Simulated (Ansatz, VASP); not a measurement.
MgO: VASP beside Ansatz

```
Mg O
1.0
     3.30347    0.00000    0.00000
    -1.65173    2.86089    0.00000
     0.00000    0.00000    5.01939
Mg O
2 2
Direct
  0.32704 0.65408 0.00366
  0.67296 0.34592 0.50366
  0.33917 0.67834 0.40094
  0.66083 0.32166 0.90094
```

Change from the starting cell: mode 4 frozen in at -0.000 Å and mode 5 at -0.036 Å (largest displacements).

Alike in both runs: task single point; functional PBEsol; k mesh 9 × 9 × 6; occupations gaussian, width 0.05 eV; no spin polarisation.

|  | VASP | Ansatz |
| --- | --- | --- |
| version | VASP 6.6.1 | Ansatz 0.2.0 |
| potentials or method | VASP PAW PBE potentials, release 64 (Mg, O) | scalar-relativistic, plane waves, PAW |
| plane-wave cutoff (eV) | 520 | 520 |
| valence electrons in the cell | 16 | 32 |

```csv
,VASP,Ansatz,Ansatz less VASP
gap on the k mesh at the Fermi level (eV),3.35,3.35,+0.005
least direct gap on the mesh (eV),3.35,3.35,+0.005
pressure (GPa),-0.3,0.0,+0.31
largest component of the traceless stress (GPa),0.09,0.08,-0.014
rms of the force components (eV/Å),0.056,0.055,-0.0006
```

Atom by atom the forces differ by 0.001 eV/Å (rms over components). With one functional, cell and mesh, what is left measures potentials, basis and numerics. The two sets of potentials don't hold the same shells in valence. Ansatz warned: «pseudo_functional_mismatch».

Caveats: the PAW data sets were made with another functional, which shifts forces and pressure a little (VASP); an odd mesh through Γ misses points on the zone boundary, where band edges often lie.
